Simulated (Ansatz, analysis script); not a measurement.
# Energy of spin spirals in a free-standing square Ni monolayer, spacing 2.629 Å

Spirals are solved in the crystal's own cell at each q. What do they say of the order in a free-standing square Ni monolayer, spacing 2.629 Å?

Program: Ansatz 0.2.0. Level of theory: PBE, PAW set soft_1. Results are calculated unless marked as measured.

Most raw output is cut from this account.

**1. Set-up**

The cell holds 1 atom: 1 Ni. Its edges and angles: a = 2.629 Å, b = 2.629 Å, c = 14.000 Å, α = 90.0°, β = 90.0°, γ = 90.0°. An idealised lattice of chosen spacing, in vacuum. Vacuum lies along c.

**2. Starting state**

First a free collinear run, to see which state the typed moments lead to.

Contents of input.yaml:

```yaml
crystal:
  lattice:
    - [2.629, 0.0, 0.0]
    - [0.0, 2.629, 0.0]
    - [0.0, 0.0, 14.0]
  atoms:
    - { symbol: Ni, position: [0.0, 0.0, 0.5], spin: 1.0 }
magnetization:
  spin_polarized: true
kpoints:
  mp_grid: { grid: [8, 8, 1] }
hamiltonian:
  xc: pbe
  pseudopotentials: { kind: paw, azcp: { folder: soft_1 } }
scf:
  occupations: { method: fermi_dirac, width: 0.1 }
  max_iter: 120
  convergence: { dr2_threshold: 1.0e-08 }
  lower_state_search: "off"
output:
  write_density: true
  write_potential: true
  elf: true
  volumetric_format: npy
```

The run is started by

```console
$ ansatz run input.yaml --threads 4 --pin off --max-ram 8192MiB --backend cpu --events-out ev --progress --plain --runs-dir out
```

Wall time 3.4 s (4 threads of Arm Neoverse N1, shared host); peak memory 0.3 GiB; 11 s of CPU time.

Spin moment in the atom's sphere by atom:

| atom | spin moment in the atom's sphere (μB) |
| --- | --- |
| Ni1 | 1.05 |

The run ends ferromagnetic, with a net moment of 1.02 μB a cell. With one Ni atom carrying the moment, parallel order of its images is forced by the cell, not found.

Spin density in the ca plane at fractional y = 0.000, with atoms of Ni within 0.2 Å of it.

Ten even steps from '0' (0.0 e/Å³) to '9' (3.3 e/Å³), each cell a mean:
```
0000000000000000000351000000000000000000
0000000000000000000000000000000000000000
0000000000000000000000000000000000000000
0000000000000000000000000000000000000000
0000000000000000000000000000000000000000
0000000000000000000000000000000000000000
0000000000000000000121000000000000000000
0000000000000000000592000000000000000000
```
Columns run along c (14.0 Å), rows up along a (2.6 Å). Atoms in or near the plane, at fractional coordinates: Ni at (0.50, 0.00).

Valence density in the ca plane at fractional y = 0.000, with atoms of Ni within 0.2 Å of it. It is the smooth field of the valence electrons, not physical close to the nuclei.

Values in e/Å³, 5 rows by 16 columns, each cell a mean:
```
 0  0  0  0  0  0  0  6 11  0  0  0  0  0  0  0
 0  0  0  0  0  0  0  0  1  0  0  0  0  0  0  0
 0  0  0  0  0  0  0  0  0  0  0  0  0  0  0  0
 0  0  0  0  0  0  0  1  2  0  0  0  0  0  0  0
 0  0  0  0  0  0  0 11 21  0  0  0  0  0  0  0
```
Columns run along c (14.0 Å), rows up along a (2.6 Å). Atoms in or near the plane, at fractional coordinates: Ni at (0.50, 0.00).

ELF in the ca plane at fractional y = 0.000, with atoms of Ni within 0.2 Å of it. It is the smooth field of the valence electrons, not physical close to the nuclei.

Ten even steps from '0' (0.00) to '9' (0.96), each cell a mean:
```
0000000000000001113785211100000000000000
0000000000000001111332111100000000000000
0000000000000001111111111000000000000000
0000000000000001122222221000000000000000
0000000000000001122112221000000000000000
0000000000000001111221111100000000000000
0000000000000001112563211100000000000000
0000000000000001123896211100000000000000
```
Columns run along c (14.0 Å), rows up along a (2.6 Å). Atoms in or near the plane, at fractional coordinates: Ni at (0.50, 0.00).

**3. Denser mesh**

Levels at the Fermi energy are partly filled, so moments and energy differences can hang on the k-mesh, and the state is solved again on a denser one.

input.yaml, the sections that differ from step 2:

```yaml
crystal:
  lattice:
    - [2.629, 0.0, 0.0]
    - [0.0, 2.629, 0.0]
    - [0.0, 0.0, 14.0]
  atoms:
    - { symbol: Ni, position: [0.0, 0.0, 0.5], spin: 1.05 }
kpoints:
  mp_grid: { grid: [20, 20, 1] }
basis:
  ecutwfc: 420.0
checkpoint:
  read: start
  write: ck
  compress: false
  write_wavefunctions: false
  write_every: 100000
# magnetization, hamiltonian, scf: as in step 2
# output: removed
```

Run time: 6.3 s. Hardware: 4 threads; peak memory 0.42 GiB; 21 s of CPU time.

Spin moment in the atom's sphere by atom:

| atom | spin moment in the atom's sphere (μB) |
| --- | --- |
| Ni1 | 1.03 |

The run ends ferromagnetic, with a net moment of 0.993 μB a cell, against 1.02 μB on the first mesh.

Each spiral starts from these moments, tilted 90° from the rotation axis z (a flat spiral); sizes are free, while the program holds flat spirals in their plane. Spin–orbit coupling is switched off, so the energy does not depend on how the axis lies in the crystal. The folder named start holds the saved collinear state, from which each run begins.

**4. q = (0, 0, 0)**

The reference is the same input at q = 0, so that basis and exchange-correlation form match those at other q. Every q is chosen so that q/2 is a mesh vector: every spiral then samples the k-points of q = 0, and much mesh noise cancels.

input.yaml, the sections that differ from step 3:

```yaml
crystal:
  lattice:
    - [2.629, 0.0, 0.0]
    - [0.0, 2.629, 0.0]
    - [0.0, 0.0, 14.0]
  atoms:
    - { symbol: Ni, position: [0.0, 0.0, 0.5], spin: 1.03, spin_axis: [1.0, 0.0, 0.0] }
hamiltonian:
  xc: pbe
  noncollinear_xc: locally_collinear
  pseudopotentials: { kind: paw, azcp: { folder: soft_1 } }
magnetization:
  noncollinear: true
  spin_spiral: { q: [0.0, 0.0, 0.0] }
checkpoint:
  read: start
# kpoints, scf, basis: as in step 3
```

The run is started by

```console
$ ansatz run input.yaml --threads 1 --pin off --max-ram 2048MiB --backend cpu --events-out ev --progress --plain --runs-dir out
```

Elapsed: 8.2 min, on 1 thread; peak memory 0.57 GiB.

The largest moment is 1.03 μB, against 1.03 μB in the collinear run.

**5. q = (0, 0.2, 0)**

Only q changes. The cell stays that of the crystal, since the generalised Bloch theorem carries the rotation from cell to cell.

input.yaml: that of step 4 with these lines changed.

```diff
@@ -22,3 +22,3 @@
   noncollinear: true
-  spin_spiral: { q: [0.0, 0.0, 0.0] }
+  spin_spiral: { q: [0.0, 0.2, 0.0] }
 checkpoint:
```

The job ended after 3.2 min (1 thread; peak memory 0.76 GiB).

The energy of the cell lies 26.4 meV above that at q = 0, and the largest moment is 0.975 μB against 1.03 μB.

**6. q = (0, 0.5, 0)**

input.yaml: that of step 5 with these lines changed.

```diff
@@ -22,3 +22,3 @@
   noncollinear: true
-  spin_spiral: { q: [0.0, 0.2, 0.0] }
+  spin_spiral: { q: [0.0, 0.5, 0.0] }
 checkpoint:
```

Elapsed: 9.8 min, on 1 thread; peak memory 0.79 GiB.

The energy of the cell lies 70.3 meV above that at q = 0, and the largest moment is 0.857 μB against 1.03 μB.

**7. q = (0.2, 0.5, 0)**

input.yaml: that of step 6 with these lines changed.

```diff
@@ -22,3 +22,3 @@
   noncollinear: true
-  spin_spiral: { q: [0.0, 0.5, 0.0] }
+  spin_spiral: { q: [0.2, 0.5, 0.0] }
 checkpoint:
```

The job ended after 27 min (1 thread; peak memory 1.1 GiB).

The energy of the cell lies 93.2 meV above that at q = 0, and the largest moment is 0.827 μB against 1.03 μB.

**8. q = (0.5, 0.5, 0)**

input.yaml: that of step 7 with these lines changed.

```diff
@@ -22,3 +22,3 @@
   noncollinear: true
-  spin_spiral: { q: [0.2, 0.5, 0.0] }
+  spin_spiral: { q: [0.5, 0.5, 0.0] }
 checkpoint:
```

The job ended after 75 min (1 thread; peak memory 1.4 GiB).

The run was cut off at the time left to it in the session, and no result is taken from it.

The other 2 runs of this kind were made alike; their results stand in the table below.

**9. Other settings**

A test of how the program answers to a changed input.

input.yaml: that of step 8 with these lines changed.

```diff
@@ -15,3 +15,3 @@
   occupations: { method: fermi_dirac, width: 0.1 }
-  max_iter: 120
+  max_iter: 60
   convergence: { dr2_threshold: 1.0e-08 }
@@ -23,3 +23,2 @@
   spin_spiral: { q: [0.5, 0.5, 0.0] }
-checkpoint:
-  read: start
+  magnetic_field: 300
```

The run is started by

```console
$ ansatz run input.yaml --threads 4 --pin off --max-ram 8192MiB --backend cpu --events-out ev --progress --plain --runs-dir out
```

It took 0.03 s on 4 threads; peak memory 0.032 GiB.

The input was rejected at the start.

The program's message: “Error: 2 input errors — fix all and re-run”

The change that led to it: magnetization = {"magnetic_field": 300}.

**10. E(q)**

| q (reciprocal lattice) | path length (1/Å) | E(q) − E(0) (meV a magnetic atom) | \|m\| Ni no. 1 (μB) |
| --- | --- | --- | --- |
| (0, 0, 0) | 0.000 | 0.00 | 1.03 |
| (0, 0.2, 0) | 0.478 | 26.40 | 0.97 |
| (0, 0.5, 0) | 1.195 | 70.31 | 0.86 |
| (0.2, 0.5, 0) | 1.673 | 93.24 | 0.83 |
| (0.3, 0.3, 0) | 3.066 | 90.93 | 0.86 |
| (0.2, 0.2, 0) | 3.404 | 53.17 | 0.92 |
| (0, 0, 0) | 4.080 | 0.00 | 1.03 |

**11. Summary of results**

| Property | Result |
| --- | --- |
| lowest point with a result | q = 0 |
| highest point with a result | 93.2 meV a magnetic atom |

**Reading.** No spiral that was run lies below the ferromagnetic state at q = 0, and winding the moments costs up to 93.2 meV a magnetic atom. The moments change by at most 20 % from their size at q = 0, a modest change. No spin model is given, since the independent points are too few for the number of shells that the script fitted. Points of the path without a result: 1. They can lie above or below those tabled. The 7 spiral runs took 2.3 h of wall time, added up. Energies are free energies at a smearing of 0.1 eV, and with partly filled levels differences shift, at times strongly, as the smearing goes to zero. The cell was taken as built, with atoms unrelaxed. In doubt: the program's search for lower states was switched off, so a lower magnetic state than those reached may exist.

[Logs and program files are shortened in this print: banners, set-up blocks, solver, clock and traceback lines can be left out without a mark of their own.]

[Logs are printed without paths, hosts, clocks, repeated set-up lines and the standing remarks that a program may print on its own settings, such as how far it seeks lower states.]

[Hosts, paths, dates, database ids (printed as entryN), source tags and the programs' standing remarks are cut or masked in the printed files.]
